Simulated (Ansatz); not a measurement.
**Indium, diamond under PBE: from relaxation to bulk modulus, part 1 of 2**

What does PBE give for indium in the diamond structure? We relax it, solve it on a dense k-mesh, switch on spin-orbit coupling, then scale the cell to 7 volumes from 88 to 112 % of the relaxed one and try a fit of the equation of state. The k-meshes are 8×8×8 for the relaxation; 13×13×13 for the dense run; 8×8×8 for spin-orbit coupling; 13×13×13 for the volumes.

This is In in the diamond structure; at room conditions it is tetragonal.

Method: DFT PBE, plane waves (420 eV) with PAW, scalar-relativistic, in Ansatz 0.2.0.

## (1) The structure to begin with

It takes space group Fd-3m (No. 227, cubic). Conventional cell: a = 6.560 Å, b = 6.560 Å, c = 6.560 Å, α = 90.00°, β = 90.00°, γ = 90.00°. Around In (site symmetry -43m) lie 4 In at 2.84 Å.

Coordinates:

```cif
data_structure
_symmetry_space_group_name_H-M 'Fd-3m:1'
_symmetry_Int_Tables_number 227
_cell_length_a 6.5604
_cell_length_b 6.5604
_cell_length_c 6.5604
_cell_angle_alpha 90.000
_cell_angle_beta 90.000
_cell_angle_gamma 90.000
_cell_volume 282.35
loop_
_atom_site_label
_atom_site_type_symbol
_atom_site_symmetry_multiplicity
_atom_site_Wyckoff_symbol
_atom_site_fract_x
_atom_site_fract_y
_atom_site_fract_z
_atom_site_occupancy
In1 In 8 b 0.75000 0.75000 0.75000 1
```

## (2) Relaxation of the cell

Input file input.yaml:

```yaml
crystal:
  lattice:
    - [0.0, 3.2801942926, 3.2801942926]
    - [3.2801942926, 0.0, 3.2801942926]
    - [3.2801942926, 3.2801942926, 0.0]
  atoms:
    - { symbol: In, position: [0.125, 0.125, 0.125] }
    - { symbol: In, position: [0.875, 0.875, 0.875] }
hamiltonian:
  xc: pbe
  pseudopotentials:
    kind: paw
    azcp:
      In: "pseudopotentials/In.paw.azcp"
basis:
  ecutwfc: 420
  fft_grid_basis: typed
kpoints:
  mp_grid: { grid: [8, 8, 8], shift: [0, 0, 0] }
magnetization:
  spin_polarized: false
scf:
  occupations: { method: fermi_dirac, width: 0.1 }
relax:
  max_steps: 60
  f_tol: 0.01
  cell: {}
```

Standard output (excerpt; [...] marks lines left out):

```text
[...]
Pseudopotentials: kind: paw
Pseudopotential: In, paw, valence charge 13, recommended cutoff 420 eV (normal), <dir>
Functional definition: PBE
[...]
Crystal: 2 atoms, lattice volume = 70.588 Å³
Basis set: ecut = 420 eV, 1411 PW (Γ), exchange–correlation on 64×64×64 points (8 copies of the dense FFT grid, shifted against one another)
Bands: 17, of which v1, the nominal top of the filled ones, is band 13 counted from 1 (12 counted from 0)
Symmetry: 48 space group operations
Space group: Fd-3m (ITA 227), of the structure as read, at distance tolerance 4.1e-5 Å
k-points: 29 of 512
[...]
SCF iter   1: F=—  HF=-11195.004691 eV  |F-HF|=—  |Δ(HF+E_count)|=         —  Δρ=1.29e-3  dr2=1.45e-3  ethr=1.77e-3  ⟨swp⟩=5.8  Hψ=2491  notcnv=0
[...]
relax step   1: F+E_penalty+E_count = -11195.00346325 eV  Δ(F+E_penalty+E_count) = +0.000e0 eV  max|allowed force component| = 1.388e-17 eV/Å  Δτ_max = 0.0000 Å  P = +2.070 GPa  Ω = 70.588 Å³  (6 SCF iters, dr2 threshold 1.00e-7 eV, accepted)
[...]
relax step   3: F+E_penalty+E_count = -11195.03548885 eV  Δ(F+E_penalty+E_count) = -3.188e-6 eV  max|allowed force component| = 1.665e-16 eV/Å  Δτ_max = 0.0000 Å  P = +0.009 GPa  Ω = 76.128 Å³  energy of the carried Pulay correction = -1.059e-3 eV  (5 SCF iters, dr2 threshold 7.45e-9 eV, accepted)
[...]
relax step   4: F+E_penalty+E_count = -11195.03639913 eV  Δ(F+E_penalty+E_count) = -9.103e-4 eV  max|allowed force component| = 1.318e-16 eV/Å  Δτ_max = 0.0000 Å  P = -0.001 GPa  Ω = 76.128 Å³  stress off target by 8.03e-4 GPa  SCF on the basis re-selected at this cell (its energy is not [...]
SCF converged after 5 iterations
Free energy (F): -11195.036399 eV
[...]
E sigma→0 (E₀):  -11195.007452 eV
Entropy (-TS):   -0.057895 eV (-28.948 meV/atom)
Fermi energy:    5.486868 eV
[...]
--- Forces (eV/Å), atoms counted from 1 ---
  atom   1  In     0.00000000     0.00000000     0.00000000
  atom   2  In    -0.00000000    -0.00000000    -0.00000000
[...]
--- Stress (GPa, compression-positive) ---
       -0.000803       0.000000       0.000000
        0.000000      -0.000803       0.000000
        0.000000       0.000000      -0.000803
  P = ⅓ Tr σ = -0.0008 GPa (-0.008 kbar)
--- Relaxed structure (3 steps of the walk, 3 accepted, 1 SCFs on fresh bases) ---
  F+E_penalty+E_count = -11195.03639913 eV   max|allowed force component| = 1.318e-16 eV/Å   (the final SCF, on the basis selected at the relaxed cell)
  cell:  # Å, volume = 76.1281 Å³
    - [2.579532091653392e-34, 3.363862812712708, 3.363862812712708]
    - [3.363862812712708, 1.1719355675659856e-33, 3.363862812712708]
    - [3.363862812712708, 3.363862812712708, 6.655829717969864e-34]
  atoms:
    - { symbol: In, position: [0.125, 0.125, 0.125] }
    - { symbol: In, position: [0.8750000000000001, 0.8750000000000001, 0.8750000000000001] }
```

Wall time 12 s (1 thread of an x86-64 CPU, shared host); peak memory 0.53 GiB.

Step by step:

| step | energy change (meV/atom) | largest force (eV/Å) | pressure (GPa) | volume (Å³/atom) |
| --- | --- | --- | --- | --- |
| 1 | 0.00 | 0.0000 | 2.07 | 35.294 |
| 2 | -16.01 | 0.0000 | 0.05 | 37.985 |
| 3 | -16.01 | 0.0000 | 0.01 | 38.064 |
| 4 | -16.47 | 0.0000 | 0.00 | 38.064 |

Steps that repeat a cell are solved on a basis chosen anew, so their changes of energy are no gain of the relaxation.

Changes in the cell that was computed:

|  | before | after | change |
| --- | --- | --- | --- |
| a (Å) | 4.639 | 4.757 | +2.6 % |
| b (Å) | 4.639 | 4.757 | +2.6 % |
| c (Å) | 4.639 | 4.757 | +2.6 % |
| volume (Å³/atom) | 35.294 | 38.064 | +7.8 % |
| shortest distance (Å) | 2.841 | 2.913 | +2.6 % |
| space group (spins left aside) | Fd-3m | Fd-3m | same |

## (3) Single point on a dense mesh

Input file input.yaml:

```yaml
crystal:
  lattice:
    - [0.0, 3.3638628127, 3.3638628127]
    - [3.3638628127, 0.0, 3.3638628127]
    - [3.3638628127, 3.3638628127, 0.0]
  atoms:
    - { symbol: In, position: [0.125, 0.125, 0.125] }
    - { symbol: In, position: [0.875, 0.875, 0.875] }
hamiltonian:
  xc: pbe
  pseudopotentials:
    kind: paw
    azcp:
      In: "pseudopotentials/In.paw.azcp"
basis:
  ecutwfc: 420
  fft_grid_basis: typed
kpoints:
  mp_grid: { grid: [13, 13, 13], shift: [0, 0, 0] }
magnetization:
  spin_polarized: false
scf:
  occupations: { method: fermi_dirac, width: 0.1 }
```

Standard output (excerpt; [...] marks lines left out):

```text
[...]
[... 3 set-up lines as earlier in the session ...]
[...]
Crystal: 2 atoms, lattice volume = 76.128 Å³
Basis set: ecut = 420 eV, 1459 PW (Γ)
Bands: 17, of which v1, the nominal top of the filled ones, is band 13 counted from 1 (12 counted from 0)
[... 1 set-up line as earlier in the session ...]
Space group: Fd-3m (ITA 227), of the structure as read, at distance tolerance 4.2e-5 Å
k-points: 84 of 2197
[...]
SCF iter   1: F=—  HF=-11195.041696 eV  |F-HF|=—  |Δ(HF+E_count)|=         —  Δρ=1.19e-3  dr2=1.62e-3  ethr=1.77e-3  ⟨swp⟩=5.8  Hψ=7204  notcnv=0
[...]
SCF iter   6: F=-11195.040843 eV  HF=-11195.040843 eV  |F-HF|=2.48e-9  |Δ(HF+E_count)|=   1.92e-6  Δρ=3.41e-6  dr2=8.21e-9  ethr=3.85e-10  ⟨swp⟩=2.0  Hψ=4274  notcnv=0
[...]
SCF converged after 6 iterations
Free energy (F): -11195.040843 eV
[...]
E sigma→0 (E₀):  -11195.013101 eV
Entropy (-TS):   -0.055484 eV (-27.742 meV/atom)
Fermi energy:    5.488005 eV
[...]
```

Wall time 7.5 s (1 thread of an x86-64 CPU, shared host); peak memory 0.55 GiB.

## (4) A two-component run at the same geometry

Changes to input.yaml since step 3:

```diff
@@ -11,3 +11,3 @@
   pseudopotentials:
-    kind: paw
+    kind: paw_fr
     azcp:
@@ -18,5 +18,6 @@
 kpoints:
-  mp_grid: { grid: [13, 13, 13], shift: [0, 0, 0] }
+  mp_grid: { grid: [8, 8, 8], shift: [0, 0, 0] }
 magnetization:
-  spin_polarized: false
+  noncollinear: true
+  spin_orbit: true
 scf:
```

Standard output (excerpt; [...] marks lines left out):

```text
[...]
Pseudopotentials: kind: paw_fr
Pseudopotential: In, paw_fr, valence charge 13, recommended cutoff 420 eV (normal), <dir>
[... 1 set-up line as earlier in the session ...]
[...]
non-collinear run that drives no moment, with spin-orbit: no starting moment large enough to seed its density (crystal.atoms[].spin), no starting occupations that ask for one, no magnetisation constraint and no magnetic field, so the semilocal B_xc is pinned to zero
Crystal: 2 atoms, lattice volume = 76.128 Å³
Basis set: ecut = 420 eV, 1459 PW (Γ)
Bands: 34, of which v1, the nominal top of the filled ones, is band 26 counted from 1 (25 counted from 0)
Symmetry: 48 space group operations + 48 with time reversal
Magnetic group: BNS 227.129 (UNI 1631), of the structure as read, at distance tolerance 4.2e-5 Å
k-points: 29 of 512
Projection manifold: j_resolved (fully-relativistic pseudo-atomic orbitals)
[...]
spin=Noncollinear: Kerker preconditioning applied to the charge; magnetization (m_x, m_y, m_z) channels mix plain (no charge-response kernel on spin).
[...]
SCF iter   8: F=-11198.883104 eV  HF=-11198.883103 eV  |F-HF|=2.79e-8  |Δ(HF+E_count)|=   3.59e-7  Δρ=5.96e-6  dr2=2.24e-8  dr2_m=0.00e0 (ungated)  ethr=3.85e-10  |M|=0.00e0 ∫|m|=0.00e0 μB  |m|>n=0.0e0 m-floor=0.0e0 τ_xc=0.0e0  ⟨swp⟩=1.0  Hψ=1457  notcnv=0
[...]
SCF converged after 8 iterations
Magnetization: |M| = 0.0000 μB,  M = (+0.0000, +0.0000, +0.0000) μB
Absolute magnetization: 0.0000 μB (∫|m|)
  site 0: m = (+0.0000, +0.0000, +0.0000) μB, |m| = 0.0000 μB  (R = 1.20 Å)
  site 1: m = (+0.0000, +0.0000, +0.0000) μB, |m| = 0.0000 μB  (R = 1.20 Å)
Free energy (F): -11198.883104 eV
[...]
E sigma→0 (E₀):  -11198.854225 eV
Entropy (-TS):   -0.057757 eV (-28.878 meV/atom)
Fermi energy:    5.472736 eV
[...]
```

Wall time 16 s (1 thread of an x86-64 CPU, shared host); peak memory 0.57 GiB.

Side by side:

|  | scalar-relativistic | with spin-orbit coupling |
| --- | --- | --- |
| k-mesh | 13×13×13 | 8×8×8 |
| gap on the mesh | none (levels filled in part) | none (levels filled in part) |

The meshes differ, so small differences between the columns need not come from spin-orbit coupling.

## (5) At 88 % of the relaxed volume

Input file input.yaml:

```yaml
crystal:
  lattice:
    - [0.0, 3.2235358155, 3.2235358155]
    - [3.2235358155, 0.0, 3.2235358155]
    - [3.2235358155, 3.2235358155, 0.0]
  atoms:
    - { symbol: In, position: [0.125, 0.125, 0.125] }
    - { symbol: In, position: [0.875, 0.875, 0.875] }
hamiltonian:
  xc: pbe
  pseudopotentials:
    kind: paw
    azcp:
      In: "pseudopotentials/In.paw.azcp"
basis:
  ecutwfc: 420
  fft_grid_basis: typed
kpoints:
  mp_grid: { grid: [13, 13, 13], shift: [0, 0, 0] }
magnetization:
  spin_polarized: false
scf:
  occupations: { method: fermi_dirac, width: 0.1 }
output:
  stress: true
```

Standard output (excerpt; [...] marks lines left out):

```text
[...]
[... 3 set-up lines as earlier in the session ...]
[...]
Crystal: 2 atoms, lattice volume = 66.993 Å³
Basis set: ecut = 420 eV, 1363 PW (Γ)
Bands: 17, of which v1, the nominal top of the filled ones, is band 13 counted from 1 (12 counted from 0)
[... 2 set-up lines as earlier in the session ...]
k-points: 84 of 2197
[...]
SCF iter   1: F=—  HF=-11194.938097 eV  |F-HF|=—  |Δ(HF+E_count)|=         —  Δρ=1.32e-3  dr2=1.14e-3  ethr=1.77e-3  ⟨swp⟩=5.8  Hψ=7275  notcnv=0
[...]
SCF iter   6: F=-11194.936676 eV  HF=-11194.936676 eV  |F-HF|=3.89e-10  |Δ(HF+E_count)|=   8.52e-9  Δρ=1.73e-6  dr2=1.37e-9  ethr=3.85e-10  ⟨swp⟩=4.4  Hψ=5086  notcnv=0
[...]
SCF converged after 6 iterations
Free energy (F): -11194.936676 eV
[...]
E sigma→0 (E₀):  -11194.912486 eV
Entropy (-TS):   -0.048381 eV (-24.190 meV/atom)
Fermi energy:    6.730028 eV
[...]
--- Stress (GPa, compression-positive) ---
        4.063923       0.000000      -0.000000
        0.000000       4.063923       0.000000
       -0.000000       0.000000       4.063923
  P = ⅓ Tr σ = 4.0639 GPa (40.639 kbar)
```

It took 7.6 s on 1 thread of an x86-64 CPU, shared host; peak memory 0.55 GiB.

(Continued in part 2 of 2.)
